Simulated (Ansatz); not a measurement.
# VN (Fm-3m): zero-pressure volume and bulk modulus with RPBE + D4

One table from this session's results is given with a row withheld; the runs are named, their logs left out.

Program: Ansatz 0.2.0. Level of theory: DFT RPBE + D4, scalar-relativistic, plane waves, PAW. These are calculated values, not measurements.

1 further run of the same task is left out (it didn't finish). Runs told in other sessions of the task aren't counted.

## Starting point

Symmetry: Fm-3m, No. 225, cubic system. Conventional cell: a = 4.128 Å, b = 4.128 Å, c = 4.128 Å, α = 90.00°, β = 90.00°, γ = 90.00°. V (site symmetry m-3m) has 6 N at 2.06 Å in its first shell of neighbours. N (site symmetry m-3m) is surrounded by 6 V at 2.06 Å.

Coordinates:

```
CELL_PARAMETERS angstrom
0.00000 2.06400 2.06400
2.06400 0.00000 2.06400
2.06400 2.06400 0.00000
ATOMIC_POSITIONS crystal
V 0.00000 0.00000 0.00000
N 0.50000 0.50000 0.50000
```

An earlier run on this cell at PBE gave -2.71 GPa at 8.793 Å³/atom (10×10×10 mesh), metallic, no moment left.

The first run:

input.yaml

```yaml
crystal:
  lattice:
    - [0.0, 2.0640009277, 2.0640009277]
    - [2.0640009277, 0.0, 2.0640009277]
    - [2.0640009277, 2.0640009277, 0.0]
  atoms:
    - { symbol: V, position: [0.0, 0.0, 0.0], spin: 0.05 }
    - { symbol: "N", position: [0.5, 0.5, 0.5] }
basis:
  ecutwfc: 420
  ecutrho_ratio: 4
kpoints:
  mp_grid: { grid: [10, 10, 10] }
hamiltonian:
  xc: rpbe
  dispersion: d4
scf:
  occupations: { method: gaussian, width: 0.05 }
output:
  forces: true
  stress: true
  eigenvalues: true
  populations: true
magnetization:
  spin_polarized: true
checkpoint:
  read: start.run
  write: ck
  compress: false
  write_wavefunctions: false
  write_every: 100000
```

start.run holds the state of a PBE run on this cell.

On the command line:

```bash
> ansatz run input.yaml --threads 4 --pin off --max-ram 8192MiB --backend cpu --events-out ev --progress --plain --runs-dir out
```

Among the steps run: At the given cell; Stepping to 7.914 Å³/atom; Stepping to 8.344 Å³/atom; Volume × 0.98 of the new zero; Volume × 1.02 of the new zero; Volume × 0.96 of the new zero; Volume × 1.04 of the new zero.

One of the session's tables, all rows but one given; the rest of the session is left out.

It belongs to the step «Energy and pressure against volume». 

```
volume (Å³/atom)  energy (meV/atom)  pressure (GPa)
           8.010              14.77           14.63
           8.177               3.54            6.99
           8.344               0.00            0.11
           8.511                  ?               ?
           8.678              12.42          -11.66
```

Estimate the missing values for volume (Å³/atom) = 8.511.

Worked estimate for «energy (meV/atom)». A straight line through the neighbours (8.344, 0.00) and (8.678, 12.42) gives 0.00 + (12.42 − 0.00) × (8.511 − 8.344) / (8.678 − 8.344) = 6.21; a parabola fitted to 3 rows on both sides gives 2.96.

The run gave: energy (meV/atom): 3.15; pressure (GPa): -6.08. In «energy (meV/atom)» the line misses by +3.06 and the parabola by -0.19.

Limits of these values: The program flagged that the electronic state may be a saddle point and not a minimum. Warnings in the runs' records: seeded moment not kept, negative dielectric reading.
